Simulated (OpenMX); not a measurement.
The system is Ti.

```
Ti
1.0
     2.95000    0.00000    0.00000
    -1.47500    2.55477    0.00000
     0.00000    0.00000    4.68000
Ti
2
Direct
  0.66667 0.33333 0.75000
  0.33333 0.66667 0.25000
```

```yaml
Program: OpenMX 3.8.5
Task: single point
Functional: PBE
Potentials_or_basis: OpenMX 2013 PBE set, Ti7.0-s3p2d1, grid cutoff 350 Ry
k_mesh: 11 × 11 × 7
Occupations: fermi-dirac, width 0.05 eV
Spin: no spin polarisation
```

On this cell: pressure -5.5 GPa; largest force 0.028 eV/Å; band gap on the k mesh none (metal or under the smearing width).

The same run follows on a disturbed copy (atoms moved at random, drawn with an rms of 0.05 Å):

```
Ti
1.0
     2.95000    0.00000    0.00000
    -1.47500    2.55477    0.00000
     0.00000    0.00000    4.68000
Ti
2
Direct
  0.68616 0.32688 0.74849
  0.33797 0.67291 0.24873
```

Problem. What does the disturbed cell give?

Solution. The energy (extrapolated to zero smearing) moves by +1.0 meV/atom; pressure -5.5 GPa; largest force 0.086 eV/Å; band gap on the k mesh none (metal or under the smearing width).

Forces on the atoms (eV/Å):
```
Ti  -0.085  0.005  0.009
Ti   0.084 -0.015 -0.005
```

Caveats: the transition metal has a single d function, too few for pressures, volumes and moments; the basis of atomic orbitals isn't converged, which shifts pressures, moduli and gaps.
